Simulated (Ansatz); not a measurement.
# CO2 and the effect of the functional

The cell as given:

```cif
data_structure
_symmetry_space_group_name_H-M 'P 1'
_symmetry_Int_Tables_number 1
_cell_length_a 4.1090
_cell_length_b 4.1090
_cell_length_c 4.1090
_cell_angle_alpha 122.552
_cell_angle_beta 122.552
_cell_angle_gamma 85.634
_cell_volume 47.01
loop_
_atom_site_label
_atom_site_type_symbol
_atom_site_fract_x
_atom_site_fract_y
_atom_site_fract_z
_atom_site_occupancy
O1 O 0.87500 0.95980 0.58480 1
O2 O 0.37500 0.29020 0.41520 1
O3 O 0.04020 0.62500 0.91520 1
O4 O 0.70980 0.12500 0.08480 1
C1 C 0.00000 0.00000 0.00000 1
C2 C 0.75000 0.25000 0.50000 1
```

The cell comes from a database or a generator and needn't be the stable form of this composition.

Kept alike: task relaxation of cell and atoms; k mesh 9 × 9 × 9; occupations fermi-dirac, width 0.05 eV; no spin polarisation. Program: Ansatz, Ansatz PAW. Cutoffs run from 420 to 500 eV. The mesh is that of the run's cell of 6 atoms. No spin-orbit coupling.

| run | volume (Å³/atom) |
| --- | --- |
| A | 7.554 |
| B | 7.595 |
| C | 7.351 |

The relaxations keep at least the cell's symmetry (I-42d). Relaxations stop with a little pressure left, so the last digits of a volume or edge aren't settled. Ansatz's relaxations hold a Pulay term in the stress (up to 1.7 GPa here). All rows use potentials made for PBE.

Task: The runs differ in the functional (and the cutoff that goes with it) alone: LDA; PBEsol; r2SCAN. Which run is which?

Result: Run A is r2SCAN; run B is PBEsol; run C is LDA. The volume runs from 7.351 (LDA) to 7.595 Å³/atom (PBEsol).
